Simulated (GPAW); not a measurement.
# InAs (Fm-3m) in GPAW: convergence with basis set

Aim: find how far basis set must go before the results for InAs settle, at PBE. This setting moves, with any that are tied to it; all else stays.

Program: GPAW 26.7.0. These are calculated values, not measurements. Logs are shortened: lines on timing, memory, paths and dates and some standing lists are left out, and cuts for length are marked. The log counts tension as positive stress, the text compression.

## 1. The structure

It takes space group Fm-3m (No. 225, cubic). Conventional cell: a = 5.755 Å, b = 5.755 Å, c = 5.755 Å, α = 90.00°, β = 90.00°, γ = 90.00°. In (site symmetry m-3m) has 6 As at 2.88 Å as nearest neighbours. Around As (site symmetry m-3m) lie 6 In at 2.88 Å.

Measurements of this composition are mostly on another form, of space group No. 216.

## 2. With basis set lcao:sz(dzp)

File run.py:

```python
from ase.dft.bandgap import bandgap
from ase.io import read, write
from gpaw import GPAW

atoms = read('InAs.xyz')

calc = GPAW(mode='lcao',
            h=0.16,
            basis='sz(dzp)',
            xc='PBE',
            kpts={'size': (8, 8, 8), 'gamma': True},
            occupations={'name': 'fermi-dirac', 'width': 0.05},
            convergence={'density': 1e-05, 'energy': 1e-05},
            maxiter=100,
            txt='gpaw.txt')
atoms.calc = calc
energy = atoms.get_potential_energy()
forces = atoms.get_forces()
calc.write('gs.gpw')
write('result.traj', atoms)
print(f'Energy: {energy:.6f} eV')
print('Forces (eV/A):')
print(forces.round(4))
print('Fermi level:', round(calc.get_fermi_level(), 4), 'eV')
print(f'Gap: {bandgap(calc)[0]:.4f} eV, direct: {bandgap(calc, direct=True)[0]:.4f} eV')
```

File InAs.xyz:

```xyz
2
Lattice="0.0000000000 2.8773040000 2.8773040000 2.8773040000 0.0000000000 2.8773040000 2.8773040000 2.8773040000 0.0000000000" Properties=species:S:1:pos:R:3 pbc="T T T"
In     2.8773040000      2.8773040000      2.8773040000
As     0.0000000000      0.0000000000      0.0000000000
```

Potentials or basis: GPAW PAW data sets (gpaw-data 1.2.1), lcao:sz(dzp).

Started as:

```sh
> OMP_NUM_THREADS=1 python run.py
```

Wall time 24 s (1 thread of Arm Neoverse V1, shared host); peak memory 0.17 GiB.

Results:

```
Free energy            : -6.2856 eV
Band gap on the k mesh : none (metal or under the smearing width)
```

## 3. With basis set lcao:szp(dzp)

run.py, as its differences from that of step 2:

```diff
@@ -8,3 +8,3 @@
             h=0.16,
-            basis='sz(dzp)',
+            basis='szp(dzp)',
             xc='PBE',
```

InAs.xyz is that of step 2.

Potentials or basis: GPAW PAW data sets (gpaw-data 1.2.1), lcao:szp(dzp).

Started as:

```sh
> OMP_NUM_THREADS=1 python run.py
```

Wall time 86 s (1 thread of Arm Neoverse V1, shared host); peak memory 0.19 GiB.

Results:

| Quantity | Value |
| --- | --- |
| Free energy | -6.8205 eV |
| Band gap on the k mesh | none (metal or under the smearing width) |

## 4. With basis set lcao:dz(dzp)

run.py, as its differences from that of step 3:

```diff
@@ -8,3 +8,3 @@
             h=0.16,
-            basis='szp(dzp)',
+            basis='dz(dzp)',
             xc='PBE',
```

InAs.xyz is that of step 3.

Potentials or basis: GPAW PAW data sets (gpaw-data 1.2.1), lcao:dz(dzp).

Started as:

```sh
> OMP_NUM_THREADS=1 python run.py
```

It took 34 s on 1 thread of Arm Neoverse V1, shared host; peak memory 0.18 GiB.

What came out:

| Quantity | Value |
| --- | --- |
| Free energy | -6.7535 eV |
| Band gap on the k mesh | none (metal or under the smearing width) |

## 5. With basis set lcao:dzp

run.py, as its differences from that of step 4:

```diff
@@ -8,3 +8,3 @@
             h=0.16,
-            basis='dz(dzp)',
+            basis='dzp',
             xc='PBE',
```

InAs.xyz is that of step 4.

Potentials or basis: GPAW PAW data sets (gpaw-data 1.2.1), lcao:dzp.

Started as:

```sh
> OMP_NUM_THREADS=1 python run.py
```

Run time: 1.9 min. Hardware: 1 thread of Arm Neoverse V1, shared host; peak memory 0.21 GiB.

Results (log left out):

```yaml
Free_energy: -7.0821 eV
Band_gap_on_the_k_mesh: none (metal or under the smearing width)
```

## 6. With basis set fd

run.py, as its differences from that of step 5:

```diff
@@ -6,5 +6,4 @@
 
-calc = GPAW(mode='lcao',
+calc = GPAW(mode='fd',
             h=0.16,
-            basis='dzp',
             xc='PBE',
@@ -12,2 +11,3 @@
             occupations={'name': 'fermi-dirac', 'width': 0.05},
+            nbands=18,
             convergence={'density': 1e-05, 'energy': 1e-05},
```

InAs.xyz is that of step 5.

Potentials or basis: GPAW PAW data sets (gpaw-data 1.2.1), fd.

Started as:

```sh
> OMP_NUM_THREADS=1 python run.py
```

Wall time 42 s (1 thread of Arm Neoverse V1, shared host); peak memory 0.26 GiB.

Results (log left out):

```yaml
Free_energy: -7.6008 eV
Band_gap_on_the_k_mesh: none (metal or under the smearing width)
```

## 7. With basis set pw

run.py, as its differences from that of step 6:

```diff
@@ -2,3 +2,4 @@
 from ase.io import read, write
-from gpaw import GPAW
+from ase.units import GPa
+from gpaw import GPAW, PW
 
@@ -6,4 +7,3 @@
 
-calc = GPAW(mode='fd',
-            h=0.16,
+calc = GPAW(mode=PW(600),
             xc='PBE',
@@ -18,2 +18,3 @@
 forces = atoms.get_forces()
+stress = atoms.get_stress()
 calc.write('gs.gpw')
@@ -23,2 +24,3 @@
 print(forces.round(4))
+print('Stress (GPa):', (stress / GPa).round(3))
 print('Fermi level:', round(calc.get_fermi_level(), 4), 'eV')
```

InAs.xyz is that of step 6.

Potentials or basis: GPAW PAW data sets (gpaw-data 1.2.1), pw.

Started as:

```sh
> OMP_NUM_THREADS=1 python run.py
```

gpaw.txt:

```text
__  _  _
 | _ |_)|_||  |
 |__||  | ||/\| - 26.7.0

Input parameters:
  mode=PW(ecut=600.0),
  convergence={'density': 1e-05, 'energy': 1e-05},
  kpts=MonkhorstPack(size=(8, 8, 8), gamma=True),
  maxiter=100,
  nbands=18,
  occupations=Occupations(name='fermi-dirac', width=0.05),
  xc=XC(name='PBE')

Diagonalizing LCAO Hamiltonian
Converting LCAO to pw mode

                In

       As

Atoms  # Å, Bohr magnetons
|   | symbol |        x |        y |        z |    initial magnetic moments |
|---|--------|----------|----------|----------|-----------------------------|
| 0 |     In | 2.877304 | 2.877304 | 2.877304 | ( 0.0000,  0.0000,  0.0000) |
| 1 |     As | 0.000000 | 0.000000 | 0.000000 | ( 0.0000,  0.0000,  0.0000) |

Unit cell  # Å
| periodic |        x |        y |        z |  lengths |    angles |
|----------|----------|----------|----------|----------|-----------|
|      yes | 0.000000 | 2.877304 | 2.877304 | 4.069122 | 60.000000 |
|      yes | 2.877304 | 0.000000 | 2.877304 | 4.069122 | 60.000000 |
|      yes | 2.877304 | 2.877304 | 0.000000 | 4.069122 | 60.000000 |

Number of symmetries: 48
Symmetry operations  # r_c * U_cc + t_c -> r_c
|    | kind |            matrix            |
|----|------|------------------------------|
|  0 |  σ   |  1, 0, 0,  1, 0,-1,  1,-1, 0 |
|  1 |  C2  |  1, 0, 0,  1,-1, 0,  1, 0,-1 |
|  2 |  E   |  1, 0, 0,  0, 1, 0,  0, 0, 1 |
|  3 |  σ   |  1, 0, 0,  0, 0, 1,  0, 1, 0 |
|  4 |  C4  |  1, 0,-1,  1, 0, 0,  1,-1, 0 |
|  5 |  S6  |  1, 0,-1,  1,-1, 0,  1, 0, 0 |
|  6 |  σ   |  1, 0,-1,  0, 1,-1,  0, 0,-1 |
|  7 |  C3  |  1, 0,-1,  0, 0,-1,  0, 1,-1 |
|  8 |  S6  |  1,-1, 0,  1, 0, 0,  1, 0,-1 |
|  9 |  C4  |  1,-1, 0,  1, 0,-1,  1, 0, 0 |
| 10 |  C3  |  1,-1, 0,  0,-1, 1,  0,-1, 0 |
| 11 |  σ   |  1,-1, 0,  0,-1, 0,  0,-1, 1 |
| 12 |  σ   |  0, 1, 0,  1, 0, 0,  0, 0, 1 |
| 13 |  C4  |  0, 1, 0,  0, 1,-1, -1, 1, 0 |
| 14 |  C3  |  0, 1, 0,  0, 0, 1,  1, 0, 0 |
| 15 |  S6  |  0, 1, 0, -1, 1, 0,  0, 1,-1 |
| 16 |  C2  |  0, 1,-1,  1, 0,-1,  0, 0,-1 |
| 17 |  σ   |  0, 1,-1,  0, 1, 0, -1, 1, 0 |
[... 126 lines left out ...]

Reference energy: -221478.393260  # eV

eigensolver:
  PPCG
  Converge bands: occupied
  niter=2

density mixing:
  MSR1-Mixer
  Pratt-step length: 0.05
  Maximum mixing coefficient: 0.75
  Old densities: 10
  SVD Regularization: 0.005
  Good broyden scale: 1.0
  Trust region scale: 1.0
  Backstep threshold: 4.0
  History deletion threshold: 6.0
  Fourier metric: weight=20.0, sigma=0.015

occupation numbers:
  Fermi-Dirac:
    width: 0.0500  # eV

poisson solver:
  ecut: 4800.0  # eV

xc functional:
  name: PBE with 2 nearest neighbor stencil

convergence criteria:
- Maximum integral of absolute [dens]ity change: 1e-05 electrons / valence electron
- Maximum [total energy] change in last 3 cyles: 1e-05 eV / valence electron
- Maximum integral of absolute [eigenst]ate change: 4e-08 eV^2 / valence electron
maximum number of iterations: 100

SCF iterations
|iter     | |      energy | eigst |  dens |
|---------|-|-------------|-------|-------|
|iter:   1| |   -7.691478 | -0.44 |       |
|iter:   2| |   -7.654159 | -2.57 | -1.28 |
|iter:   3| |   -7.537817 | -2.11 | -1.32 |
|iter:   4| |   -7.539063 | -3.64 | -1.90 |
|iter:   5| |   -7.539434 | -4.10 | -2.32 |
|iter:   6| |   -7.539451 | -5.80 | -3.20 |
|iter:   7| |   -7.539446c| -7.10 | -3.82 |
|iter:   8| |   -7.539446c| -7.87c| -4.80 |
|iter:   9| |   -7.539446c| -8.40c| -5.24c|

Converged in 9 steps
Energy contributions relative to reference atoms: (reference = -221478.393260)

Energy contributions:
  Kinetic:          19.508341
  Coulomb:         -18.064579
  Zero:              0.123991
  External:          0.000000
  Xc:               -9.101581
  Entropy:          -0.011235
  Spinorbit:         0.000000
  ----------------------------
  Free energy:      -7.545063
  Extrapolated:     -7.539446

dipole moment: (-19.106285, -19.106285, -19.106285)  # |e|*Ang

Fermi level: 6.323
Eigenvalues  # (at kpt = [0.000, 0.000, 0.000])
| band index |      eig [eV] | occ [0-2] |
|------------|---------------|-----------|
|          0 |        -7.892 |     2.000 |
|        ... |               |           |
|          2 |        -7.870 |     2.000 |
|          3 |        -7.870 |     2.000 |
|          4 |        -7.870 |     2.000 |
|          5 |        -5.781 |     2.000 |
|          6 |         5.664 |     2.000 |
|          7 |         6.104 |     1.976 |
[... 8 lines left out ...]
|         16 |        15.174 |     0.000 |
|         17 |        16.553 |     0.000 |

No gap
No difference between direct/indirect transitions

Forces  # eV/Ang
|        x |       y |       z |
|----------|---------|---------|
|  0.00000 | 0.00000 | 0.00000 |  # In   0
| -0.00000 | 0.00000 | 0.00000 |  # As   1

Stress tensor  # eV/Ang^3
|         x |         y |         z |
|-----------|-----------|-----------|
|  0.001937 | -0.000000 | -0.000000 |
| -0.000000 |  0.001937 |  0.000000 |
| -0.000000 |  0.000000 |  0.001937 |

# Writing to gs.gpw (mode='')
```

stdout:

```text
Energy: -7.539446 eV
Forces (eV/A):
[[ 0.  0.  0.]
 [-0.  0.  0.]]
Stress (GPa): [ 0.31  0.31  0.31  0.   -0.   -0.  ]
Fermi level: 6.3235 eV
Gap: 0.0000 eV, direct: 0.0000 eV
```

It took 18 s on 1 thread of Arm Neoverse V1, shared host; peak memory 0.16 GiB.

What came out:

```
Free energy            : -7.5451 eV
Pressure               : -0.3 GPa
Band gap on the k mesh : none (metal or under the smearing width)
```

## 8. The series at a glance

| basis set | energy less the tightest run, at zero smearing (meV/atom) | SCF cycles | CPU time (s) | peak memory (GiB) |
| --- | --- | --- | --- | --- |
| lcao:sz(dzp) | 630.23 | 8 | 24 | 0.17 |
| lcao:szp(dzp) | 362.54 | 8 | 86 | 0.19 |
| lcao:dz(dzp) | 396.31 | 8 | 34 | 0.18 |
| lcao:dzp | 231.66 | 9 | 110 | 0.21 |
| fd | -27.87 | 11 | 42 | 0.26 |
| pw | 0.00 | 9 | 18 | 0.16 |

Not settled before the last step: the energy (to 1 meV/atom). The tightest run that finished is the yardstick and may itself not be fully converged.
